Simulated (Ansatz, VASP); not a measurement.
Zn: VASP beside Ansatz

INCAR

```
SYSTEM = Zn
PREC = Accurate
ENCUT = 520
EDIFF = 1E-7
ISMEAR = 1
SIGMA = 0.05
LREAL = .False.
LASPH = .True.
NELM = 80
ALGO = Fast
ISIF = 2
LWAVE = .False.
LCHARG = .False.
GGA = PS
NBANDS = 12
```

Contents of KPOINTS:

```
Automatic mesh
0
Gamma
  10 10 10
  0 0 0
```

File POSCAR:

```
Zn
1.0
   -1.5947634905      1.5947634905      1.5947634905
    1.5947634905     -1.5947634905      1.5947634905
    1.5947634905      1.5947634905     -1.5947634905
Zn
1
Direct
    0.0000000000      0.0000000000      0.0000000000
```

Input for Ansatz:

```yaml
crystal:
  lattice:
    - [-1.5947634905077073, 1.5947634905077073, 1.5947634905077073]
    - [1.5947634905077073, -1.5947634905077073, 1.5947634905077073]
    - [1.5947634905077073, 1.5947634905077073, -1.5947634905077073]
  atoms:
    - { symbol: Zn, position: [0.0, 0.0, 0.0] }
basis:
  ecutwfc: 476.19925930478996
kpoints:
  mp_grid:
    grid: [10, 10, 10]
hamiltonian:
  xc: pbesol
scf:
  algorithm: density_mixing
  convergence:
    dr2_threshold: 1.0e-07
  occupations:
    method: cold
    width: 0.05
  eigensolver:
    kind: auto
    full_accuracy: true
output:
  stress: true
```

This isn't the form of Zn at room conditions, which is hcp.

Alike in both runs: task single point; functional PBEsol; k mesh 10 × 10 × 10; no spin polarisation.

|  | VASP | Ansatz |
| --- | --- | --- |
| version | VASP 6.6.1 | Ansatz 0.2.0 |
| potentials or method | VASP PAW PBE potentials, release 64 (Zn) | plane waves, PAW |
| plane-wave cutoff (eV) | 520 | 476 |
| occupations | methfessel-paxton of order 1, width 0.05 eV | cold, width 0.05 eV |
| valence electrons in the cell | 12 | 12 |

VASP gave:

* pressure (GPa): -7.4

What did Ansatz give for the same quantities?

Pressure (GPa): -7.7.

Ansatz warned: «stress_scf_threshold_loose».

Caveats: the PAW data sets were made with another functional, which shifts forces and pressure a little (VASP).
